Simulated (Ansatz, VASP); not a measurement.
**Two plane-wave programs on CaO (Lime)**

```
Ca O
1.0
     0.00000    2.39066    2.39066
     2.39066    0.00000    2.39066
     2.39066    2.39066    0.00000
Ca O
1 1
Cartesian
  0.0000 0.0000 0.0000
  2.3907 2.3907 2.3907
```

Alike in both runs: task single point; functional PBE; k mesh 8 × 8 × 8; no spin polarisation.

|  | VASP | Ansatz |
| --- | --- | --- |
| version | VASP 6.6.1 | Ansatz 0.2.0 |
| potentials or method | VASP PAW PBE potentials, release 64 (Ca_sv, O) | plane waves, PAW |
| plane-wave cutoff (eV) | 520 | 420 |
| occupations | gaussian, width 0.01 eV | fixed |
| valence electrons in the cell | 16 | 16 |

```csv
,VASP,Ansatz,Ansatz less VASP
gap on the k mesh at the Fermi level (eV),3.63,3.65,+0.020
pressure (GPa),4.1,3.5,-0.64
```

A k mesh can miss the band edges. Expect the measured gap to be larger: semilocal functionals such as PBE lack the derivative discontinuity.
